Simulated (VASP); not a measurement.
# Na16F (a cell with a defect) in VASP: notebook

Runs on Na16F (a cell with a defect). Level: PBE. Tasks: single point.

Program: VASP 6.6.1. These are calculated values, not measurements. Logs are shortened: lines on timing, memory, paths and dates and some standing lists are left out, and cuts for length are marked.

### 1 The crystal as given

The cell holds a defect, 17 atoms: a = 8.460 Å, b = 8.460 Å, c = 8.460 Å, α = 90.00°, β = 90.00°, γ = 90.00°.

The cell was built by a generator and needn't be a form met in nature.

### 2 Single point, PBE

INCAR

```
SYSTEM = Na16F
PREC = Accurate ; ENCUT = 520
EDIFF = 1E-6 ; ISMEAR = -1
SIGMA = 0.15 ; LREAL = Auto
LASPH = .TRUE. ; NELM = 100
ALGO = Fast ; ISIF = 2
LWAVE = .FALSE. ; LCHARG = .TRUE.
GGA = PE ; LELF = .TRUE.
LVHAR = .TRUE. ; NBANDS = 74
```

KPOINTS

```
Automatic mesh
0
G
  2 2 2
  0 0 0
```

POSCAR

```
Na16F
1.0
    8.4600000000      0.0000000000      0.0000000000
    0.0000000000      8.4600000000      0.0000000000
    0.0000000000      0.0000000000      8.4600000000
Na F
16 1
Direct
    0.0032086016      0.0002293108     -0.0185156290
    0.4788903664      0.0003756263      0.0152134365
   -0.0031202288      0.5004444792     -0.0055791885
    0.0032032708      0.0002359014      0.5187519630
    0.2387640705      0.2603816103      0.2501056850
    0.5116441204      0.5003526550      0.0096796847
    0.4788390727      0.0003754836      0.4849805514
    0.7531064229      0.2446999505      0.2501323825
   -0.0030906833      0.5004438259      0.5057968784
    0.2388718674      0.7403295869      0.2501069786
    0.2710705005      0.2653500774      0.7501132692
    0.5116141115      0.5003537197      0.4905356070
    0.7529986116      0.7560174938      0.2501318797
    0.7471505673      0.2312619794      0.7500705325
    0.2712589916      0.7352806494      0.7501128769
    0.7471803732      0.7695342609      0.7500770804
    0.8756084636      0.0003735896      0.7501100119
```

Potentials or basis: VASP PAW PBE potentials, release 64 (Na_pv, F).

Command:

```console
cat potpaw_PBE.64/Na_pv/POTCAR potpaw_PBE.64/F/POTCAR > POTCAR
mpirun -np 1 vasp_std > vasp.out
```

OUTCAR:

```text
SYSTEM = Na16F
   PREC = Accurate
   ENCUT = 520
   EDIFF = 1E-6
   ISMEAR = -1
   LREAL = Auto
   LASPH = .TRUE.
   NELM = 100
   ISIF = 2
   GGA = PE

 ion  position               nearest neighbor table
   1  0.003  0.000  0.981-  17 2.24
   2  0.479  0.000  0.015-
   3  0.997  0.500  0.994-
   4  0.003  0.000  0.519-  17 2.24
   5  0.239  0.260  0.250-
   6  0.512  0.500  0.010-
   7  0.479  0.000  0.485-
   8  0.753  0.245  0.250-
   9  0.997  0.500  0.506-
  10  0.239  0.740  0.250-
  11  0.271  0.265  0.750-
  12  0.512  0.500  0.491-
  13  0.753  0.756  0.250-
  14  0.747  0.231  0.750-  17 2.24
  15  0.271  0.735  0.750-
  16  0.747  0.770  0.750-  17 2.23
  17  0.876  0.000  0.750-  16 2.23   4 2.24  14 2.24   1 2.24

  LATTYP: Found a simple cubic cell.
 ALAT       =     8.4600000000

  Lattice vectors:

 A1 = (   8.4600000000,   0.0000000000,   0.0000000000)
 A2 = (   0.0000000000,   8.4600000000,   0.0000000000)
 A3 = (   0.0000000000,   0.0000000000,   8.4600000000)

Analysis of symmetry for initial positions (statically):
=====================================================================
 Subroutine PRICEL returns:
 Original cell was already a primitive cell.

 Routine SETGRP: Setting up the symmetry group for a
 simple cubic supercell.

 Subroutine GETGRP returns: Found  1 space group operations
 (whereof  1 operations were pure point group operations)
 out of a pool of 48 trial point group operations.

The static configuration has the point symmetry C_1 .

Analysis of symmetry for dynamics (positions and initial velocities):
=====================================================================
 Subroutine PRICEL returns:
 Original cell was already a primitive cell.

 Routine SETGRP: Setting up the symmetry group for a
 simple cubic supercell.

 Subroutine GETGRP returns: Found  1 space group operations
 (whereof  1 operations were pure point group operations)
 out of a pool of 48 trial point group operations.

The dynamic configuration has the point symmetry C_1 .

 Subroutine INISYM returns: Found  1 space group operations
 (whereof  1 operations are pure point group operations),
 and found     1 'primitive' translations

----------------------------------------------------------------------------------------

                                     Primitive cell

  volume of cell :     605.4957

  direct lattice vectors                    reciprocal lattice vectors
     8.460000000  0.000000000  0.000000000     0.118203310  0.000000000  0.000000000
     0.000000000  8.460000000  0.000000000     0.000000000  0.118203310  0.000000000
     0.000000000  0.000000000  8.460000000     0.000000000  0.000000000  0.118203310

  length of vectors
     8.460000000  8.460000000  8.460000000     0.118203310  0.118203310  0.118203310

  position of ions in fractional coordinates (direct lattice)
     0.003208602  0.000229311  0.981484371
     0.478890366  0.000375626  0.015213436
     0.996879771  0.500444479  0.994420811
     0.003203271  0.000235901  0.518751963
     0.238764070  0.260381610  0.250105685
     0.511644120  0.500352655  0.009679685
[... 9 lines left out ...]
     0.747180373  0.769534261  0.750077080
     0.875608464  0.000373590  0.750110012

  ion indices of the primitive-cell ions
   primitive index   ion index
                 1           1
                 2           2
                 3           3
                 4           4
                 5           5
                 6           6
[... 9 lines left out ...]
                16          16
                17          17

----------------------------------------------------------------------------------------

 KPOINTS: Automatic mesh

Automatic generation of k-mesh.
 Grid dimensions read from file:
 generate k-points for:    2    2    2

 Generating k-lattice:

  Cartesian coordinates                     Fractional coordinates (reciprocal lattice)
     0.059101655  0.000000000  0.000000000     0.500000000  0.000000000  0.000000000
     0.000000000  0.059101655  0.000000000     0.000000000  0.500000000  0.000000000
     0.000000000  0.000000000  0.059101655     0.000000000  0.000000000  0.500000000

  Length of vectors
     0.059101655  0.059101655  0.059101655

  Shift w.r.t. Gamma in fractional coordinates (k-lattice)
     0.000000000  0.000000000  0.000000000

 Subroutine IBZKPT returns following result:
 ===========================================

 Found      8 irreducible k-points:

 Following reciprocal coordinates:
            Coordinates               Weight
  0.000000  0.000000  0.000000      1.000000
  0.500000  0.000000  0.000000      1.000000
  0.000000  0.500000  0.000000      1.000000
  0.000000  0.000000  0.500000      1.000000
  0.500000  0.500000  0.000000      1.000000
  0.000000  0.500000  0.500000      1.000000
  0.500000  0.000000  0.500000      1.000000
  0.500000  0.500000  0.500000      1.000000
   k-points           NKPTS =      8   k-points in BZ     NKDIM =      8   number of bands    NBANDS=     74
   number of dos      NEDOS =    301   number of ions     NIONS =     17
   total plane-waves  NPLWV = 262144
   dimension x,y,z NGX =    64 NGY =   64 NGZ =   64
   dimension x,y,z NGXF=   128 NGYF=  128 NGZF=  128
   ions per type =              16   1
   NGX,Y,Z   is equivalent  to a cutoff of  12.58, 12.58, 12.58 a.u.
   NGXF,Y,Z  is equivalent  to a cutoff of  25.15, 25.15, 25.15 a.u.
 SYSTEM =  Na16F
   PREC   = accura    normal or accurate (medium, high low for compatibility)
   ISTART =      0    job   : 0-new  1-cont  2-samecut
   ICHARG =      2    charge: 1-file 2-atom 10-const
   ISPIN  =      1    spin polarized calculation?
   LNONCOLLINEAR =      F non collinear calculations
   LSORBIT =      F    spin-orbit coupling
   LASPH  =      T    aspherical Exc in radial PAW
   ENCUT  =  520.0 eV  38.22 Ry    6.18 a.u.  15.73 15.73 15.73*2*pi/ulx,y,z
   NELM   =    100;   NELMIN=  2; NELMDL= -5     # of ELM steps
   EDIFF  = 0.1E-05   stopping-criterion for ELM
   LREAL  =      T    real-space projection
   EDIFFG = 0.1E-04   stopping-criterion for IOM
   NSW    =      0    number of steps for IOM
   IBRION =     -1    ionic relax: 0-MD 1-quasi-New 2-CG
   NFREE  =      0    steps in history (QN), initial steepest desc. (CG)
   ISIF   =      2    stress and relaxation
   ISYM   =      2    0-nonsym 1-usesym 2-fastsym
   POTIM  = 0.5000    time-step for ionic-motion
   TEBEG  =    0.0;   TEEND  =   0.0 temperature during run
   PSTRESS=    0.0 pullay stress
   NELECT =     119.0000    total number of electrons
   NUPDOWN=      -1.0000    fix difference up-down
   EMIN   =  10.00;   EMAX   =-10.00  energy-range for DOS
   EFERMI =   0.00;   METHOD = LEGACY
   ISMEAR =    -1;   SIGMA  =   0.15  broadening in eV -4-tet -1-fermi 0-gaus
   EFERMI_NEDOS =   21; number of points for ismear=-14 and -15
   IALGO  =     68    algorithm
   IMIX   =      4    mixing-type and parameters
     AMIX     =   0.40;   BMIX     =  1.00
     AMIX_MAG =   1.60;   BMIX_MAG =  1.00
  volume/ion in A,a.u.               =      35.62       240.36
  Fermi-wavevector in a.u.,A,eV,Ry     =   0.951817  1.798673 12.326274  0.905956
  Thomas-Fermi vector in A             =   2.080322
   LORBIT       =      0    0 simple, 1 ext, 2 COOP (PROOUT), +10 PAW based schemes
   GGA     = PE    functional components
   LHFCALC =     F    Hartree Fock is set to
   AEXX    =    0.0000 exact exchange contribution
   IVDW    =     0    specifies the selected vdW correction
   LEPSILON=     F    determine dielectric tensor
   LRPA    =     F    only Hartree local field effects (RPA)
 non-spin polarized calculation
 RMM-DIIS sequential band-by-band and
  energy-cutoff  :      520.00
  volume of cell :      605.50
 maximum number of plane-waves:     16384
 NGX is ok and might be reduce to    64
   NGX = 31   NGY = 31   NGZ = 31

 number of electron     119.0000015 magnetization

 Free energy of the ion-electron system (eV)
  ---------------------------------------------------
  ext. energy  EPLUGINS =         0.00000000
  ---------------------------------------------------
  free energy    TOTEN  =       -27.68284941 eV

  energy without entropy =      -26.91468212  energy(sigma->0) =      -27.29876576

 E-fermi :   0.2107     XC(G=0):  -6.5011

 val. band max:       -0.0421653442   @ k =   0.0000   0.0000   0.5000
 cond. band min:       0.2580864136   @ k =   0.5000   0.5000   0.0000
 fundamental gap:      0.3002517578
 Fermi energy:         0.2106943841

 k-point     1 :       0.0000    0.0000    0.0000
  band No.  band energies     occupation
      1     -24.6902      2.00000
      2     -24.6420      2.00000
      3     -24.6403      2.00000
      4     -24.6385      2.00000
      5     -24.6372      2.00000
      6     -24.6348      2.00000
[... 63 lines left out ...]
     70       1.7682      0.00006
     71       2.1478      0.00000

 k-point     2 :       0.5000    0.0000    0.0000
  band No.  band energies     occupation
      1     -24.6900      2.00000
      2     -24.6419      2.00000
      3     -24.6404      2.00000
      4     -24.6384      2.00000
      5     -24.6371      2.00000
      6     -24.6348      2.00000
[... 63 lines left out ...]
     70       2.3282      0.00000
     71       2.3292      0.00000

 k-point     3 :       0.0000    0.5000    0.0000
  band No.  band energies     occupation
      1     -24.6899      2.00000
      2     -24.6409      2.00000
      3     -24.6407      2.00000
      4     -24.6382      2.00000
      5     -24.6372      2.00000
      6     -24.6335      2.00000
[... 359 lines left out ...]
     70       2.6173      0.00000
     71       2.7298      0.00000

 k-point     8 :       0.5000    0.5000    0.5000
  band No.  band energies     occupation
      1     -24.6892      2.00000
      2     -24.6408      2.00000
      3     -24.6395      2.00000
      4     -24.6392      2.00000
      5     -24.6370      2.00000
      6     -24.6319      2.00000
[... 63 lines left out ...]
     70       2.5740      0.00000
     71       2.5816      0.00000
 [bands above 71 left out]

------------------------ aborting loop because EDIFF is reached ----------------------------------------

  FORCE on cell =-STRESS in cart. coord.  units (eV):
  Direction    XX          YY          ZZ          XY          YZ          ZX
  --------------------------------------------------------------------------------------
  -------------------------------------------------------------------------------------
  Total        0.0851570     -0.0986904     -0.1083232     -0.0006235     -0.0001163     -0.0004288
  in kB        0.2253304     -0.2611405     -0.2866295     -0.0016499     -0.0003079     -0.0011345
  external PRESSURE =      -0.1074799 kB  Pullay stress =       0.0000000 kB

 VOLUME and BASIS-vectors are now :
 -----------------------------------------------------------------------------
  energy-cutoff  :      520.00
  volume of cell :      605.50
      direct lattice vectors                 reciprocal lattice vectors
     8.460000000  0.000000000  0.000000000     0.118203310  0.000000000  0.000000000
     0.000000000  8.460000000  0.000000000     0.000000000  0.118203310  0.000000000
     0.000000000  0.000000000  8.460000000     0.000000000  0.000000000  0.118203310

 POSITION                                       TOTAL-FORCE (eV/Angst)
 -----------------------------------------------------------------------------------
      0.02714      0.00194      8.30336         0.007499      0.000426     -0.003525
      4.05141      0.00318      0.12871        -0.003203      0.000187      0.004781
      8.43360      4.23376      8.41280        -0.003999     -0.000248     -0.003314
      0.02710      0.00200      4.38864         0.007770      0.000399      0.002958
      2.01994      2.20283      2.11589        -0.000682      0.005771     -0.000059
      4.32851      4.23298      0.08189         0.000611     -0.000102      0.006156
[... 9 lines left out ...]
      6.32115      6.51026      6.34565        -0.007809      0.001396      0.000079
      7.40765      0.00316      6.34593        -0.002950     -0.000073      0.000409
 -----------------------------------------------------------------------------------
    total drift:                               -0.004089     -0.000670      0.000139

  FREE ENERGIE OF THE ION-ELECTRON SYSTEM (eV)
  ---------------------------------------------------
  free  energy   TOTEN  =       -27.6828494085 eV

  energy  without entropy=      -26.9146821167  energy(sigma->0) =      -27.29876576
```

Wall time 6.2 min (1 thread of Intel Xeon Platinum 8488C (Sapphire Rapids), shared host); peak memory 0.64 GiB.

Results:

| Quantity | Value |
| --- | --- |
| Free energy | -27.6828 eV |
| Pressure | 0.0 GPa |
| Largest force | 0.008 eV/Å |
| Band gap on the k mesh | none (metal or under the smearing width) |

Forces in eV/Å, atoms in the order of the input:
```
Na   0.007  0.000 -0.004
Na  -0.003  0.000  0.005
Na  -0.004  0.000 -0.003
Na   0.008  0.000  0.003
Na  -0.001  0.006  0.000
Na   0.001  0.000  0.006
Na  -0.003  0.000 -0.005
Na   0.005 -0.003  0.000
Na  -0.004  0.000  0.003
Na  -0.001 -0.006  0.000
Na   0.004  0.005  0.000
Na   0.001  0.000 -0.006
Na   0.005  0.003  0.000
Na  -0.007 -0.003  0.000
Na   0.003 -0.005  0.000
Na  -0.008  0.001  0.000
F   -0.003  0.000  0.000
```

Levels at points of the mesh, in eV from the Fermi level:
```tsv
k point	band 57	band 58	band 59	band 60	band 61	band 62
(0.00, 0.00, 0.00)	-0.87	-0.85	-0.54	0.87	0.89	0.95
(0.50, 0.00, 0.00)	-0.46	-0.41	-0.35	-0.26	-0.26	0.09
(0.00, 0.50, 0.00)	-0.44	-0.44	-0.33	-0.29	-0.25	0.10
(0.00, 0.00, 0.50)	-0.44	-0.44	-0.33	-0.29	-0.25	0.10
(0.50, 0.50, 0.00)	0.05	0.05	0.06	0.08	0.13	0.15
(0.00, 0.50, 0.50)	0.06	0.06	0.07	0.07	0.14	0.14
(0.50, 0.00, 0.50)	0.05	0.05	0.06	0.08	0.13	0.15
(0.50, 0.50, 0.50)	-1.38	-1.34	-1.34	-0.78	2.30	2.30
```

Caveat: the k mesh is coarse (spacing up to 0.37 Å⁻¹), so the values aren't converged; an odd number of electrons without spin polarisation forces a metal; a magnetic or distorted state may lie lower.

### 3 Single point, PBE

INCAR

```
SYSTEM = Na16F
ALGO     = Fast           ! electronic algorithm
EDIFF    = 1E-6           ! SCF threshold, eV
ENCUT    = 520            ! plane-wave cutoff, eV
GGA      = PE             ! functional
ISIF     = 2              ! what is computed and relaxed
ISMEAR   = -1             ! smearing method
LASPH    = .TRUE.         ! aspherical terms in the spheres
LCHARG   = .FALSE.        ! write CHGCAR
LREAL    = Auto         
LWAVE    = .FALSE.        ! write WAVECAR
NBANDS   = 74             ! bands
NELM     = 100            ! most SCF steps
PREC     = Accurate       ! precision mode
SIGMA    = 0.15           ! smearing width, eV
```

KPOINTS

```
k-points
0
G
  2 2 2
  0 0 0
```

POSCAR

```
Na16F
1.0
    8.4600000000      0.0000000000      0.0000000000
    0.0000000000      8.4600000000      0.0000000000
    0.0000000000      0.0000000000      8.4600000000
Na F
16 1
Direct
   -0.0085697400     -0.0414775414     -0.0256146572
    0.4393735225     -0.0486761229      0.0199645390
    0.0020567376      0.4694917258      0.0601891253
    0.0168085106     -0.0007801418      0.5189125296
    0.3334278960      0.3236052009      0.1860165485
    0.5077895981      0.5279669031      0.0036879433
    0.4684397163     -0.0673995272      0.3590898345
    0.7529078014      0.2419976359      0.2093262411
    0.0221513002      0.5091371158      0.4757328605
    0.1919385343      0.6959574468      0.2393380615
    0.2948463357      0.2351654846      0.7634633570
    0.5096217494      0.4681442080      0.4745626478
    0.7437352246      0.7034751773      0.2378723404
    0.7879196217      0.2390661939      0.8005555556
    0.2811820331      0.7764775414      0.7430969267
    0.7232151300      0.7556737589      0.7283215130
    0.8143853428     -0.0118676123      0.7691607565
```

Potentials or basis: VASP PAW PBE potentials, release 64 (Na_pv, F).

Command:

```console
cat potpaw_PBE.64/Na_pv/POTCAR potpaw_PBE.64/F/POTCAR > POTCAR
mpirun -np 1 vasp_std > vasp.out
```

Run time: 6.1 min. Hardware: 1 thread of Intel Xeon Platinum 8488C (Sapphire Rapids), shared host; peak memory 0.64 GiB.

The run converged. Its results:

```
Free energy            : -26.1246 eV
Pressure               : 0.7 GPa
Largest force          : 0.816 eV/Å
Band gap on the k mesh : none (metal or under the smearing width)
```

Forces on the atoms (eV/Å):
```
Na  -0.103  0.027 -0.023
Na   0.208  0.170 -0.242
Na  -0.030 -0.045 -0.555
Na  -0.222  0.032  0.016
Na  -0.396 -0.656  0.281
Na   0.201  0.232 -0.406
Na  -0.005  0.201  0.667
Na  -0.117 -0.184  0.253
Na  -0.148 -0.304  0.408
Na   0.322  0.456 -0.044
Na  -0.062  0.083 -0.077
Na   0.062  0.134  0.231
Na   0.144  0.125  0.068
Na  -0.225  0.124 -0.236
Na  -0.081 -0.330 -0.237
Na  -0.007 -0.091 -0.053
F    0.458  0.027 -0.050
```

Stress tensor (GPa, compression positive):
```
 0.55  0.35  0.12
 0.35  0.76 -0.01
 0.12 -0.01  0.94
```

Levels at points of the mesh, in eV from the Fermi level:
| k point | band 55 | band 56 | band 57 | band 58 | band 59 | band 60 | band 61 | band 62 | band 63 | band 64 |
| --- | --- | --- | --- | --- | --- | --- | --- | --- | --- | --- |
| (0.00, 0.00, 0.00) | -1.00 | -0.92 | -0.81 | -0.75 | -0.67 | 0.83 | 0.86 | 0.94 | 1.03 | 1.07 |
| (0.50, 0.00, 0.00) | -0.63 | -0.57 | -0.47 | -0.41 | -0.37 | -0.14 | -0.04 | -0.01 | 1.31 | 1.39 |
| (0.00, 0.50, 0.00) | -0.64 | -0.52 | -0.49 | -0.46 | -0.40 | -0.24 | -0.10 | 0.23 | 1.33 | 1.35 |
| (0.00, 0.00, 0.50) | -0.74 | -0.65 | -0.48 | -0.43 | -0.36 | -0.18 | -0.06 | 0.30 | 1.22 | 1.29 |
| (0.50, 0.50, 0.00) | -1.95 | -1.57 | -0.09 | -0.06 | 0.06 | 0.13 | 0.16 | 0.19 | 0.61 | 0.81 |
| (0.00, 0.50, 0.50) | -1.82 | -1.58 | -0.28 | -0.19 | 0.08 | 0.17 | 0.23 | 0.31 | 0.60 | 0.78 |
| (0.50, 0.00, 0.50) | -1.87 | -1.51 | -0.22 | -0.11 | 0.03 | 0.13 | 0.17 | 0.26 | 0.52 | 0.96 |
| (0.50, 0.50, 0.50) | -1.61 | -1.45 | -1.28 | -1.23 | -1.11 | -0.57 | 1.92 | 1.99 | 2.10 | 2.15 |

Caveat: the k mesh is coarse (spacing up to 0.37 Å⁻¹), so the values aren't converged; an odd number of electrons without spin polarisation forces a metal; a magnetic or distorted state may lie lower.

[end of part 1 of 2]
